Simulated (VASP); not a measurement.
Runs of VASP 6.6.1 on TaS2. Symmetry: P-3m1, No. 164, trigonal system. Conventional cell: a = 3.350 Å, b = 3.350 Å, c = 5.860 Å, α = 90.00°, β = 90.00°, γ = 120.00°. Ta (site symmetry -3m) has 6 S at 2.43 Å as nearest neighbours. S (site symmetry 3m) is surrounded by 3 Ta at 2.43 Å. 

```tsv
task	level	potentials or basis	cell	k mesh	cutoff (eV)	smearing	mesh quality	gap on the mesh (eV)	pressure (GPa)	relaxed volume (Å³/atom)	largest force (eV/Å)
relaxation of cell and atoms	PBE+rVV10	VASP PAW PBE potentials, release 64 (Ta_pv, S)	relaxed	9 × 9 × 5	600	fermi-dirac 0.05 eV	not flagged	none	0.0	(b)	-
relaxation of cell and atoms	PBE+D3(BJ)	VASP PAW PBE potentials, release 64 (Ta_pv, S)	relaxed	9 × 9 × 5	600	fermi-dirac 0.05 eV	not flagged	none	0.0	18.54	-
single point	PBE	VASP PAW PBE potentials, release 64 (Ta_sv_GW, S_GW)	as given	4 × 4 × 2	500	gaussian 0.02 eV	coarse	none	9.5	-	1.20
relaxation of cell and atoms	PBE+D3	VASP PAW PBE potentials, release 64 (Ta_pv, S)	relaxed	9 × 9 × 5	600	fermi-dirac 0.05 eV	not flagged	none	0.0	19.26	0.01
relaxation of cell and atoms	PBEsol+D3	VASP PAW PBE potentials, release 64 (Ta_pv, S)	relaxed	9 × 9 × 5	600	fermi-dirac 0.05 eV	not flagged	none	0.1	17.89	0.01
single point	PBE	VASP PAW PBE potentials, release 64 (Ta_pv, S)	as given	9 × 9 × 5	520	gaussian 0.028 eV	not flagged	none	(a)	-	1.26
relaxation of cell and atoms	PBEsol+D3(BJ)	VASP PAW PBE potentials, release 64 (Ta_pv, S)	relaxed	9 × 9 × 5	600	fermi-dirac 0.05 eV	not flagged	none	-0.1	17.39	-
relaxation of cell and atoms	PBE+TS	VASP PAW PBE potentials, release 64 (Ta_pv, S)	relaxed	9 × 9 × 5	600	fermi-dirac 0.05 eV	not flagged	none	0.0	(c)	0.01
relaxation of cell and atoms	PBE+D4	VASP PAW PBE potentials, release 64 (Ta_pv, S)	relaxed	9 × 9 × 5	600	fermi-dirac 0.05 eV	not flagged	none	0.0	19.03	-
```

Alike in all rows: no spin polarisation.

**Question.** Fill in the values left out.

**Answer.** (a) 9.1; (b) 19.64; (c) 18.61.

Caveats: some runs use coarse meshes; this functional lacks dispersion, which binds the layers, so the pressure and a relaxed spacing across them are unreliable (some runs); forces of over 1 eV/Å show positions far from the minimum, so gaps and moduli don't describe the material at rest (some runs); the PAW data sets were made with another functional, which shifts forces and pressure a little (some runs); atom-pairwise D2, TS and ULG terms overbind metals (some runs).

A k mesh can miss the band edges, and the runs leave out spin-orbit coupling on Ta.

A gap of «none» marks a metal or a gap under the smearing width.

The runs don't all hold the same shells in valence.
